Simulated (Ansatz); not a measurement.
**Computed properties of ZrSe2**

```
Zr Se
1.0
     3.79719    0.00000    0.00000
    -1.89859    3.28846    0.00000
     0.00000    0.00000    6.79277
Zr Se
1 2
Direct
  0.00000 0.00000 0.00000
  0.33333 0.66667 0.23319
  0.66667 0.33333 0.76681
```

Atom numbers follow the list: Zr1, Se2, Se3.

The structure comes from a relaxation in the same program, started in the CdI2 type, and has space group P-3m1. Whether it is a known phase or the ground state wasn't checked.

All numbers are computed: DFT, PBE, all-electron LAPW, scalar-relativistic (Ansatz 0.2.0); DFT, PBE, PAW with Ansatz's default frozen-core files, scalar-relativistic (Ansatz 0.2.0); DFT, PBE, all-electron PAW with datasets made for the crystal, scalar-relativistic (Ansatz 0.2.0).

For LAPW: a Γ-centred 11×11×6 k mesh, Fermi–Dirac smearing of 0.08 eV, basis error target 1 meV/atom, no spin polarisation. PAW takes a cutoff of 420 eV at this cell. The crystal-made all-electron datasets (AE datasets) take a cutoff of 320 eV at this cell. The Ansatz runs share mesh, smearing and spin set-up. Values come from LAPW unless marked.

Spin–orbit coupling is left out, which moves gradients at and beside heavy atoms by some per cent and at worst by a factor of two.

```yaml
Volume_per_atom: 28.27 Å³
Pressure_at_this_cell: 0.03 GPa
```

Predict this quantity. Field gradients Vzz (crystal-made datasets).

Zr1 -2.57 (η = 0.00), Se2 -0.67 (η = 0.00) in 10²¹ V/m².

Give the computed value. Smallest direct gap on the path.

1.12 eV.

Löwdin charges (with 0.12 e of the cell spilling out of the atomic basis, so their sizes and signs hang on that basis): what does the calculation give?

Zr1 0.75, Se2 -0.31 e.

Give the computed value. Band gap.

0.40 eV, indirect from Γ to L (0.5, 0, 0.5) (so small a gap may close at points that the mesh and path miss).

Bader charges (from the PAW run): what does the calculation give?

Zr1 +1.91, Se2 -0.96 e.
